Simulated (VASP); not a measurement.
**Ni: band structure with PBE**

Ni:

```xyz
1
Lattice="0.0000 1.7376 1.7376 1.7376 0.0000 1.7376 1.7376 1.7376 0.0000" Properties=species:S:1:pos:R:3 pbc="T T T"
Ni    0.0000    0.0000    0.0000
```

- Program: VASP 6.6.1
- Task: band structure
- Functional: PBE
- Potentials or basis: VASP PAW PBE potentials, release 64 (Ni)
- Cutoff: 500 eV
- k mesh: 13 × 13 × 13
- Occupations: fermi-dirac, width 0.05 eV
- Spin: collinear spin, ferromagnetic start
- Starting moments: [1.0] μB
- Further INCAR settings: ALGO = Normal; EDIFF = 1e-06; NBANDS = 15

The pressure is 8.0 GPa and the band gap along the path is none (metal or under the smearing width). The net moment is 0.62 μB per cell and the site moments are Ni +0.63 μB. The valence electrons inside the program's atomic spheres are Ni 9.38.

Levels at the corners of the path, in eV from the Fermi level:
Spin up:
```
point  band 3  band 4  band 5  band 6  band 7  band 8
    Γ   -2.53   -2.53   -1.29   -1.29   24.02   28.17
    X   -0.54   -0.45   -0.45    2.46    9.55   15.16
    X   -0.54   -0.45   -0.45    2.46    9.55   15.16
    W   -3.20   -1.36   -0.45    7.94    7.94   10.21
    W   -3.20   -1.36   -0.45    7.94    7.94   10.21
    K   -2.19   -1.12   -0.72    5.87    7.48   10.29
    K   -2.19   -1.12   -0.72    5.87    7.48   10.29
    Γ   -2.53   -2.53   -1.29   -1.29   24.02   28.17
    Γ   -2.53   -2.53   -1.29   -1.29   24.02   28.17
    L   -2.51   -0.59   -0.59   -0.37    5.92   22.50
    L   -2.51   -0.59   -0.59   -0.37    5.92   22.50
    U   -2.19   -1.12   -0.72    5.87    7.48   10.29
    U   -2.19   -1.12   -0.72    5.87    7.48   10.29
    W   -3.20   -1.36   -0.45    7.94    7.94   10.21
    W   -3.20   -1.36   -0.45    7.94    7.94   10.21
    L   -2.51   -0.59   -0.59   -0.37    5.92   22.50
    L   -2.51   -0.59   -0.59   -0.37    5.92   22.50
    K   -2.19   -1.12   -0.72    5.87    7.48   10.29
    U   -2.19   -1.12   -0.72    5.87    7.48   10.29
    X   -0.54   -0.45   -0.45    2.46    9.55   15.16
```
Spin down:
| point | band 1 | band 2 | band 3 | band 4 | band 5 | band 6 | band 7 | band 8 | band 9 |
| --- | --- | --- | --- | --- | --- | --- | --- | --- | --- |
| Γ | -9.30 | -1.78 | -1.78 | -1.78 | -0.71 | -0.71 | 23.88 | 28.16 | 28.16 |
| X | -4.53 | -3.78 | 0.07 | 0.40 | 0.40 | 2.43 | 9.79 | 15.18 | 15.18 |
| X | -4.53 | -3.78 | 0.07 | 0.40 | 0.40 | 2.43 | 9.79 | 15.18 | 15.18 |
| W | -3.57 | -2.60 | -2.60 | -0.81 | 0.40 | 8.13 | 8.13 | 10.37 | 11.66 |
| W | -3.57 | -2.60 | -2.60 | -0.81 | 0.40 | 8.13 | 8.13 | 10.37 | 11.66 |
| K | -3.74 | -3.35 | -1.58 | -0.55 | 0.12 | 6.09 | 7.67 | 10.49 | 17.62 |
| K | -3.74 | -3.35 | -1.58 | -0.55 | 0.12 | 6.09 | 7.67 | 10.49 | 17.62 |
| Γ | -9.30 | -1.78 | -1.78 | -1.78 | -0.71 | -0.71 | 23.88 | 28.16 | 28.16 |
| Γ | -9.30 | -1.78 | -1.78 | -1.78 | -0.71 | -0.71 | 23.88 | 28.16 | 28.16 |
| L | -4.61 | -1.90 | -1.90 | -0.42 | 0.16 | 0.16 | 6.35 | 22.37 | 25.40 |
| L | -4.61 | -1.90 | -1.90 | -0.42 | 0.16 | 0.16 | 6.35 | 22.37 | 25.40 |
| U | -3.74 | -3.35 | -1.58 | -0.55 | 0.12 | 6.09 | 7.67 | 10.49 | 17.62 |
| U | -3.74 | -3.35 | -1.58 | -0.55 | 0.12 | 6.09 | 7.67 | 10.49 | 17.62 |
| W | -3.57 | -2.60 | -2.60 | -0.81 | 0.40 | 8.13 | 8.13 | 10.37 | 11.66 |
| W | -3.57 | -2.60 | -2.60 | -0.81 | 0.40 | 8.13 | 8.13 | 10.37 | 11.66 |
| L | -4.61 | -1.90 | -1.90 | -0.42 | 0.16 | 0.16 | 6.35 | 22.37 | 25.40 |
| L | -4.61 | -1.90 | -1.90 | -0.42 | 0.16 | 0.16 | 6.35 | 22.37 | 25.40 |
| K | -3.74 | -3.35 | -1.58 | -0.55 | 0.12 | 6.09 | 7.67 | 10.49 | 17.62 |
| U | -3.74 | -3.35 | -1.58 | -0.55 | 0.12 | 6.09 | 7.67 | 10.49 | 17.62 |
| X | -4.53 | -3.78 | 0.07 | 0.40 | 0.40 | 2.43 | 9.79 | 15.18 | 15.18 |

Run time: 44 s on 1 thread of Intel(R) Xeon(R) Platinum 8488C (Sapphire Rapids) (shared host), peak memory 0.15 GiB.
